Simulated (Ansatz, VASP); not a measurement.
This is a calculation of Bi for VASP 6.6.1.

Contents of INCAR:

```
SYSTEM = Bi
PREC     = Accurate       ! precision mode
ENCUT    = 600            ! plane-wave cutoff, eV
EDIFF    = 1E-6           ! SCF threshold, eV
ISMEAR   = -1             ! smearing method
SIGMA    = 0.05           ! smearing width, eV
LREAL    = .FALSE.        ! projectors in reciprocal space
LASPH    = .TRUE.         ! aspherical terms in the spheres
NELM     = 80             ! most SCF steps
ALGO     = Normal         ! electronic algorithm
ISIF     = 3              ! what is computed and relaxed
LWAVE    = .FALSE.        ! write WAVECAR
LCHARG   = .FALSE.        ! write CHGCAR
GGA      = PS             ! functional
IBRION   = 2              ! ionic algorithm
NSW      = 40             ! ionic steps
EDIFFG   = -0.01          ! ionic threshold
PSTRESS  = 0
```

File KPOINTS:

```
regular mesh
0
G
  9 9 9
  0 0 0
```

The input POSCAR:

```
Bi
1.0
   -1.9814305318      1.9814305318      1.9814305318
    1.9814305318     -1.9814305318      1.9814305318
    1.9814305318      1.9814305318     -1.9814305318
Bi
1
Direct
    0.0000000000      0.0000000000      0.0000000000
```

Potentials or basis: VASP PAW PBE potentials, release 64 (Bi_d).

Run with:

```console
$ cat potpaw_PBE.64/Bi_d/POTCAR > POTCAR
$ mpirun -np 1 vasp_std > vasp.out
```

Q: Set up the same calculation for Ansatz 0.2.0. Potentials there: Ansatz PAW.

A: As run (the cutoff follows the program's own potentials):

The input input.yaml:

```yaml
crystal:
  lattice:
    - [-1.9814305318, 1.9814305318, 1.9814305318]
    - [1.9814305318, -1.9814305318, 1.9814305318]
    - [1.9814305318, 1.9814305318, -1.9814305318]
  atoms:
    - { symbol: Bi, position: [0.0, 0.0, 0.0] }
hamiltonian:
  xc: pbesol
  pseudopotentials: { kind: paw }
kpoints:
  mp_grid: { grid: [9, 9, 9] }
scf:
  occupations: { method: fermi_dirac, width: 0.05 }
output:
  forces: true
  stress: true
  eigenvalues: true
relax:
  f_tol: 0.01
  max_steps: 40
  cell: { stress_tol: 0.05 }
```

Potentials or basis: Ansatz PAW.

The run is started by

```sh
$ ansatz run input.yaml --threads 2 --pin off --max-ram 5632MiB --backend cpu --events-out ev --progress --plain --runs-dir out
```

Both were run:

|  | VASP | Ansatz | Ansatz less VASP |
| --- | --- | --- | --- |
| gap on the k mesh at the Fermi level, each at its own relaxed structure (eV) | none | none | - |
| relaxed volume (Å³/atom) | 30.04 | 30.05 | +0.015 |
| relaxed cell length with the largest relative difference (Å) | 3.392 | 3.392 | +0.0006 |
| energy change over the relaxation (meV/atom) | -7 | -7 | 0.0 |

A gap of «none» marks a metal or a gap that the smearing closes.

Caveats: spin-orbit coupling is left out, which moves the levels of the heavy elements; the PAW data sets were made with another functional, which shifts forces and pressure a little (VASP); the plane-wave basis is chosen anew once the cell has moved, so the energies of steps on either side of that aren't comparable (Ansatz); the PAW data sets come from PBE, with cores solved anew for the run's functional, which leaves a small shift of forces and pressure (Ansatz).
